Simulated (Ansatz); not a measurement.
The calculation used DFT PBE, scalar-relativistic, plane waves, PAW (Ansatz). All cells share a 420 eV cutoff and Γ-centred k meshes spaced at most about 0.3 Å⁻¹ (about 0.25 or finer for metals, 2π included). No spin polarisation.

These are static total energies at zero pressure.

Question: Order these relaxed structures of Si₂Ge by energy, lowest first, with the energy over the lowest of them.
A.

```
CELL_PARAMETERS angstrom
5.39319 0.00000 0.00000
-2.69660 4.67064 0.00000
0.00000 0.00000 10.81107
ATOMIC_POSITIONS crystal
Si 0.29443 0.00000 0.00000
Si 0.00000 0.29443 0.66667
Si 0.70557 0.70557 0.33333
Si 0.00000 0.70557 0.66667
Si 0.70557 0.00000 0.00000
Si 0.29443 0.29443 0.33333
Ge 0.00000 0.00000 0.83333
Ge 0.00000 0.00000 0.50000
Ge 0.00000 0.00000 0.16667
```

B.

```
CELL_PARAMETERS angstrom
3.56738 0.00000 0.00000
-1.78369 3.08944 0.00000
0.00000 0.00000 9.71392
ATOMIC_POSITIONS crystal
Si 0.33333 0.66667 0.72775
Si 0.33333 0.66667 0.41410
Si 0.66667 0.33333 0.27225
Si 0.66667 0.33333 0.58590
Ge 0.33333 0.66667 0.10102
Ge 0.66667 0.33333 0.89898
```

C.

```
CELL_PARAMETERS angstrom
2.54054 0.00000 0.00000
0.00000 2.71740 0.00000
0.00000 0.00000 14.33734
ATOMIC_POSITIONS crystal
Si 0.00000 0.50000 0.00000
Si 0.00000 0.00000 0.84306
Si 0.00000 0.00000 0.15694
Si 0.00000 0.00000 0.50000
Ge 0.00000 0.50000 0.67077
Ge 0.00000 0.50000 0.32923
```

Answer: C (0 meV/atom), B (51 meV/atom), A (437 meV/atom). Forms: C Pmmm; B P-3m1; A P6_222. Counting Ge atoms around Si (those within 1.25 times the shortest such distance or 1.15 times the sum of covalent radii; the shortest distance is added where it is long for a bond; a slash parts the counts of unlike sites): C has Si 2 from 2.8 Å/4 from 2.8 Å/2+8 from 4.7 Å; B has Si 1 from 3.0 Å/3; A has Si 2. Origin: A and B, invented; C, invented, then shaken at random and relaxed again. Shaken at random and relaxed again, B came back. The lowest form computed isn't among them: it has Si and Ge ordered on diamond sites, space group Imma (No. 74), 21.4 Å³/atom and lies 0.32 eV/atom below the best shown. Even the lowest of the cells shown lies +0.33 eV/atom against the elements.

Cells without such a test can be saddle points. Some candidate types were left out of the draw beforehand, so a known form may be missing.
